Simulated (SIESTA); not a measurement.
**MgS under changes of volume**

One of the cells (22.740 Å³/atom); the others are scaled copies at fixed shape and fractional positions:

```xyz
2
Lattice="0.0000 2.8331 2.8331 2.8331 0.0000 2.8331 2.8331 2.8331 0.0000" Properties=species:S:1:pos:R:3 pbc="T T T"
S     1.4166    1.4166    1.4166
Mg    0.0000    0.0000    0.0000
```

The cell comes from a database or a generator and needn't be the stable form of this composition.

* Program: SIESTA 5.4.2
* Functional: LDA
* Potentials or basis: PseudoDojo 0.4 standard (LDA files)
* Basis: DZP (energy shift 0.003 Ry; two zetas on semicore shells)
* Grid cutoff: 800 Ry
* Energy shift: 0.003 Ry
* k mesh: 8 × 8 × 8
* Occupations: fermi-dirac, width 0.05 eV
* Spin: no spin polarisation

```csv
volume (Å³/atom),energy over the lowest point (meV/atom),pressure (GPa),gap on the mesh (eV)
21.376,?,?,?
21.831,4.95,2.2,3.39
22.285,0.69,0.9,3.29
22.740,0.00,-0.3,3.19
23.195,2.57,-1.4,3.09
23.650,8.08,-2.4,3.00
24.105,16.21,-3.3,2.91
```

Problem. What does the run at 21.376 Å³/atom give?

Solution. Energy over the lowest point 13.17 meV/atom; pressure 3.7 GPa; gap on the mesh 3.50 eV.

Worked out: A Birch-Murnaghan fit of order 3 (a polynomial in V^(-2/3)) to the other rows has its minimum at 22.60 Å³/atom with B0 = V·E''(V) = 59 GPa and B' = 4.2. It gives 13.23 meV/atom at 21.376 Å³/atom, against the run's 13.17, and -dE/dV = 3.7 GPa, against 3.7. A straight line through the other rows of the gap, of slope -4.86 eV per unit of ln V (its deformation potential), extrapolates to 3.49 eV, against the run's 3.50.

Energies are extrapolated to zero smearing.

Caveats: the basis of atomic orbitals isn't converged, which shifts pressures, moduli and gaps.

A mesh can miss the band edges.
